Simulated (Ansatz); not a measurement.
# C (R-3m), one atom moved along a line

These are results of DFT r2SCAN, scalar-relativistic, plane waves, PAW (Ansatz 0.2.0), not measurements. Cutoff 500 eV, Γ-centred 12×12×12 k-points, Gaussian smearing of 0.05 eV. No spin polarisation. Energies are free energies at this smearing, counted from the undisturbed cell; pressure is positive in compression.

Reference structure (relaxed at this level):

```
C
1.0
     1.25567    0.72496   10.33600
    -1.25567    0.72496   10.33600
     0.00000   -1.44992   10.33600
C
10
Direct
  0.02482 0.02482 0.02482
  0.97518 0.97518 0.97518
  0.10870 0.10870 0.10870
  0.89130 0.89130 0.89130
  0.15837 0.15837 0.15837
  0.84163 0.84163 0.84163
  0.37485 0.37485 0.37485
  0.62515 0.62515 0.62515
  0.42533 0.42533 0.42533
  0.57467 0.57467 0.57467
```

Atom 7 (C) is moved by x along the Cartesian unit vector (0.000, 0.000, 1.000); the cell and all other atoms stay fixed.

| x (Å) | ΔE (meV/cell) |
| --- | --- |
| -0.6000 | 5416.4 |
| -0.4800 | 3817.5 |
| -0.3600 | 2362.3 |
| -0.2400 | 1152.6 |
| -0.1200 | 315.7 |
| 0.0000 | 0.0 |
| 0.2400 | 1686.5 |
| 0.3600 | 4284.0 |
| 0.4800 | 8826.6 |
| 0.6000 | 16556.5 |

Question: Predict the gap on the mesh (eV) at each point.

Answer:
| x (Å) | gap on the mesh (eV) |
| --- | --- |
| -0.6000 | 0.00 |
| -0.4800 | 0.82 |
| -0.3600 | 2.04 |
| -0.2400 | 3.37 |
| -0.1200 | 4.40 |
| 0.0000 | 4.74 |
| 0.2400 | 3.24 |
| 0.3600 | 2.07 |
| 0.4800 | 0.81 |
| 0.6000 | 0.00 |
Where the gap reads zero the k-mesh, chosen for the insulator, is on the coarse side.

Cost: 10 runs of about 5.1 core-minutes in all, on Intel Xeon 6975P-C (Granite Rapids) (shared hosts).